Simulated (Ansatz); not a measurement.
Hg: frozen-core PAW against all-electron methods

```
CELL_PARAMETERS angstrom
2.23398 -2.04586 0.00000
2.23398 2.04586 0.00000
-0.34874 0.00000 3.03980
ATOMIC_POSITIONS crystal
Hg 0.50000 0.50000 0.50000
```

The cell is the one relaxed in the Materials Project (mp-1184569), not relaxed further here; entries there can be hypothetical.

Spin–orbit coupling is left out, though it moves levels of the heavy atoms by tenths of an eV or more.

All numbers are computed: DFT, PBE, PAW with Ansatz's default frozen-core files, scalar-relativistic (Ansatz 0.2.0); DFT, PBE, all-electron PAW with datasets made for the crystal, scalar-relativistic (Ansatz 0.2.0); DFT, PBE, all-electron LAPW, scalar-relativistic (Ansatz 0.2.0).

For PAW: a Γ-centred 11×11×11 k mesh, Fermi–Dirac smearing of 0.05 eV, cutoff 420 eV, no spin polarisation. The crystal-made all-electron datasets (AE datasets) take a cutoff of 260 eV at this cell. LAPW targets a basis error of 1 meV/atom. The Ansatz runs share mesh, smearing and spin set-up. Plane-wave (PAW) pressures include the program's estimate of the Pulay term.

Stress and pressure are positive in compression.

Spin–orbit coupling is left out, which moves gradients at and beside heavy atoms by some per cent and at worst by a factor of two.

In a metal, gradients converge slowly with the k mesh: the values move by tens of per cent from one mesh to another, at times in sign, so only the comparison on one mesh counts.

Levels count from the Fermi level.

```
                            quantity     PAW  AE datasets    LAPW
                      pressure (GPa)    1.29         1.28    1.28
                     stress xx (GPa)    1.49         1.48    1.48
                     stress yy (GPa)    1.26         1.25    1.25
                     stress zz (GPa)    1.12         1.11    1.11
                     stress xz (GPa)   -0.07        -0.07   -0.07
      highest filled level at D (eV)  -5.341       -5.341  -5.341
        lowest empty level at D (eV)   2.688        2.689   2.689
     highest filled level at Y2 (eV)  -5.265       -5.265  -5.265
       lowest empty level at Y2 (eV)   0.634        0.635   0.635
     highest filled level at D2 (eV)  -5.341       -5.341  -5.341
       lowest empty level at D2 (eV)   2.688        2.689   2.689
field gradient Vzz at Hg (10²¹ V/m²)   -3.75        -3.71       –
```

PAW's pressure differs from the LAPW value by about 0.01 GPa or less.
